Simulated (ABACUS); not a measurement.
**Sn: equation of state with r2SCAN**

Sn:

```
Sn
1.0
     0.00000    3.23334    3.23334
     3.23334    0.00000    3.23334
     3.23334    3.23334    0.00000
Sn
2
Direct
  0.75000 0.75000 0.75000
  0.50000 0.50000 0.50000
```

This isn't the form of Sn at room conditions, which is tetragonal (white tin).

| Item | Value |
| --- | --- |
| Program | ABACUS 3.10.1 |
| Task | equation of state |
| Functional | r2SCAN |
| Potentials or basis | SG15 ONCV 1.2 PBE |
| Cutoff | 1361 eV |
| Density cutoff | 5442 eV |
| Basis | DZP LCAO (the cutoffs set its grid) |
| k mesh | 5 × 5 × 5 |
| Occupations | fermi-dirac, width 0.05 eV |
| Spin | no spin polarisation |

```json
{"Equilibrium volume": "35.11 Å³/atom", "Bulk modulus": "44 GPa", "Pressure derivative of the bulk modulus": "4.0 (rough: it moves with the points fitted)"}
```

Energy against volume, from the lowest point:
```tsv
volume (Å³/atom)	energy (meV/atom)
31.775	49.43
33.127	15.22
34.479	0.00
35.831	0.41
```

All runs of the series together: 54 s on 4 threads of Intel(R) Xeon(R) 6975P-C (Granite Rapids) (shared host).

Caveat: the atomic orbitals were generated for these runs and aren't a published set; the potentials were made for another functional, which shifts forces and pressure; the basis of atomic orbitals isn't converged, which shifts pressures, moduli and gaps. Zero-point motion and thermal expansion aren't in these numbers.
